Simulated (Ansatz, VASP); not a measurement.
**Two plane-wave programs on MgI2**

The input INCAR:

```
ALGO = Normal
EDIFF = 1E-7
ENCUT = 520
GGA = PE
ISIF = 2
ISMEAR = 0
LASPH = True
LCHARG = False
LREAL = False
LWAVE = False
NBANDS = 15
NELM = 60
PREC = Accurate
SIGMA = 0.05
```

KPOINTS

```
k-points
0
Gamma
  6 6 4
```

POSCAR

```
MgI2
1.0
    4.1537001214      0.0000000000      0.0000000000
   -2.0768500607      3.5972098248      0.0000000000
    0.0000000000      0.0000000000      6.8620000000
Mg I
1 2
Direct
    0.0604171904      0.0442284530      0.0000000000
    0.3333333333      0.6666666667      0.7576300000
    0.6666666667      0.3333333333      0.2423700000
```

Input for Ansatz:

```yaml
crystal:
  lattice:
    - [4.1537001214, 0.0, 0.0]
    - [-2.0768500607, 3.5972098248, 0.0]
    - [0.0, 0.0, 6.862]
  atoms:
    - { symbol: Mg, position: [0.0604171904, 0.044228453, 0.0] }
    - { symbol: I, position: [0.3333333333, 0.6666666667, 0.75763] }
    - { symbol: I, position: [0.6666666667, 0.3333333333, 0.24237] }
basis:
  ecutwfc: 420
kpoints:
  mp_grid: { grid: [6, 6, 4] }
hamiltonian:
  xc: pbe
scf:
  occupations: { method: gaussian, width: 0.05 }
output:
  forces: true
  stress: true
  eigenvalues: true
```

Change from the starting cell: all Mg atoms moved +0.225 Å, as atom 1 along Cartesian [1 1 0].

Alike in both runs: task single point; functional PBE; k mesh 6 × 6 × 4; occupations gaussian, width 0.05 eV; no spin polarisation.

```csv
,VASP,Ansatz
version,VASP 6.6.1,Ansatz 0.2.0
potentials or method,"VASP PAW PBE potentials, release 64 (Mg, I)","scalar-relativistic, plane waves, PAW"
plane-wave cutoff (eV),520,420
valence electrons in the cell,16,44
```

```csv
,VASP,Ansatz,Ansatz less VASP
gap on the k mesh at the Fermi level (eV),3.49,3.51,+0.020
least direct gap on the mesh (eV),3.68,3.70,+0.017
pressure (GPa),1.7,1.7,+0.05
largest component of the traceless stress (GPa),0.50,0.50,-0.002
rms of the force components (eV/Å),0.255,0.256,+0.0010
```

Atom by atom the forces differ by 0.004 eV/Å (rms over components). With one functional, cell and mesh, what is left measures potentials, basis and numerics. The two sets of potentials don't hold the same shells in valence.

Caveats: spin-orbit coupling is left out, which moves the levels of the heavy elements. A k mesh can miss the band edges.
